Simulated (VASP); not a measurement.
Crystal: Te2Mo.

```xyz
6
Lattice="3.5182 0.0000 0.0000 -1.7591 3.0469 0.0000 0.0000 0.0000 13.9736" Properties=species:S:1:pos:R:3 pbc="T T T"
Te    1.7591    1.0156    5.2960
Te    0.0000    2.0312   12.2828
Te    1.7591    1.0156    1.6908
Te    0.0000    2.0312    8.6776
Mo    1.7591    1.0156   10.4802
Mo    0.0000    2.0312    3.4934
```

* Program: VASP 6.6.1
* Task: relaxation of cell and atoms
* Functional: RPBE
* Potentials or basis: VASP PAW PBE potentials, release 64 (Te, Mo_sv)
* Cutoff: 600 eV
* k mesh: 9 × 9 × 2
* Occupations: fermi-dirac, width 0.05 eV
* Spin: no spin polarisation

At the start: pressure 4.8 GPa; volume 24.96 Å³/atom.

Task: How do energy, volume and symmetry change on relaxing?

Result: Over 23 steps the energy falls by 56.1 meV/atom and the volume is 32.88 Å³/atom (+31.7 %); space group P6_3/mmc (No. 194, to 0.05 Å).

Step by step:
| step | energy change (eV) | largest force (eV/Å) | pressure (GPa) | volume (Å³) |
| --- | --- | --- | --- | --- |
| 1 | 0.0000 | 0.2641 | 4.81 | 149.79 |
| 2 | 0.0918 | 1.2044 | -4.93 | 166.62 |
| 3 | -0.0983 | 0.4116 | 0.16 | 156.51 |
| 4 | -0.1237 | 0.3027 | 0.06 | 158.31 |
| 5 | -0.1405 | 0.1119 | -0.06 | 161.40 |
| 6 | -0.1632 | 0.0890 | 0.01 | 162.60 |
| 7 | -0.2158 | 0.0131 | 0.39 | 166.15 |
| 8 | -0.2686 | 0.1926 | 1.57 | 173.03 |
| 9 | -0.1464 | 0.9504 | 5.20 | 185.92 |
| 10 | -0.2416 | 0.5860 | 3.37 | 178.14 |
| 11 | -0.2475 | 0.5616 | 3.25 | 178.71 |
| 12 | -0.2636 | 0.4904 | 2.93 | 180.44 |
| 13 | -0.2890 | 0.3567 | 2.33 | 183.91 |
| 14 | -0.3173 | 0.1221 | 1.30 | 190.85 |
| 15 | -0.3114 | 0.2378 | -0.17 | 204.79 |
| 16 | -0.3230 | 0.0047 | 0.77 | 196.43 |
| 17 | -0.3230 | 0.0127 | 0.70 | 197.02 |
| 18 | -0.3260 | 0.0144 | 0.61 | 197.06 |
| 19 | -0.3327 | 0.0190 | 0.35 | 197.19 |
| 20 | -0.3362 | 0.0242 | -0.14 | 197.41 |
| 21 | -0.3366 | 0.0230 | -0.03 | 197.37 |
| 22 | -0.3366 | 0.0138 | 0.00 | 197.32 |
| 23 | -0.3366 | 0.0091 | 0.02 | 197.30 |

Final structure:
```cif
data_structure
_symmetry_space_group_name_H-M 'P 1'
_symmetry_Int_Tables_number 1
_cell_length_a 3.5874
_cell_length_b 3.5874
_cell_length_c 17.7028
_cell_angle_alpha 90.000
_cell_angle_beta 90.000
_cell_angle_gamma 120.000
_cell_volume 197.30
loop_
_atom_site_label
_atom_site_type_symbol
_atom_site_fract_x
_atom_site_fract_y
_atom_site_fract_z
_atom_site_occupancy
Te1 Te 0.66667 0.33333 0.35223 1
Te2 Te 0.33333 0.66667 0.85223 1
Te3 Te 0.66667 0.33333 0.14777 1
Te4 Te 0.33333 0.66667 0.64777 1
Mo1 Mo 0.66667 0.33333 0.75000 1
Mo2 Mo 0.33333 0.66667 0.25000 1
```

Caveat: the volume moved by over 15 % at a fixed basis, so the end points are rough; the PAW data sets were made with another functional, which shifts forces and pressure a little; this functional lacks dispersion, which binds the layers, so the pressure and a relaxed spacing across them are unreliable, and here the layers came unbound; the volume moved by +32 % from the deposited cell, more than functionals usually miss.
